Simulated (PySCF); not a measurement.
## 15N chemical shifts

Relativity neglected, averaged over atoms made equivalent by symmetry, fast rotation or ring inversion, one computed conformer, isolated molecule. Geometry from GFN2-xTB; shielding tensors at PBE0/pcSseg-1 (GIAO); PySCF 2.14.

Shieldings were converted by a linear fit to measured shifts: 15N (scatter 6.3 ppm rms vs CH3NO2, solution or neat liquid). A few per cent of atoms miss by over 2 rms, more outside the fitted compound classes.

Q: Give the 15N shifts of `CCN(CC)CC`, `CCN(CC)CC`, `Fc1cncn1[SiH2]N[SiH3]`.

A: 
| compound | environment | δ (ppm) |
| --- | --- | --- |
| CCN(CC)CC | amine nitrogen | -340.6 |
| CCN(CC)CC | amine nitrogen | -340.6 |
| [F:1][c:2]1[cH:3][n:4][cH:5][n:6]1[SiH2:7][NH:8][SiH3:9] | N4: pyridine-type nitrogen of an azole | -109.0 |
| [F:1][c:2]1[cH:3][n:4][cH:5][n:6]1[SiH2:7][NH:8][SiH3:9] | N6: pyrrole-type ring nitrogen | -228.3 |
| [F:1][c:2]1[cH:3][n:4][cH:5][n:6]1[SiH2:7][NH:8][SiH3:9] | N8: nitrogen bonded to 2 Si, H | -389.5 |

Q: Order these by 15N shift, lowest first.
A. [SiH3]C/P=P/N1CCCC1
B. CCCC(C)(C)N
C. N#C[C@@H]1[C@H](Cl)CCC12CC2
D. F[Si]([SiH3])([SiH3])N[SiH3]
E. C=COC(=O)CC(N)=O
F. CCCCCCN

A: D (-380.4 ppm, nitrogen bonded to 2 Si, H), F (-358.9 ppm, amine nitrogen), B (-329.6 ppm, amine nitrogen), E (-287.3 ppm, amide-type nitrogen), A (-256.4 ppm, nitrogen bonded to 2 C, P, in a 5-membered ring), C (-110.5 ppm, nitrile nitrogen).
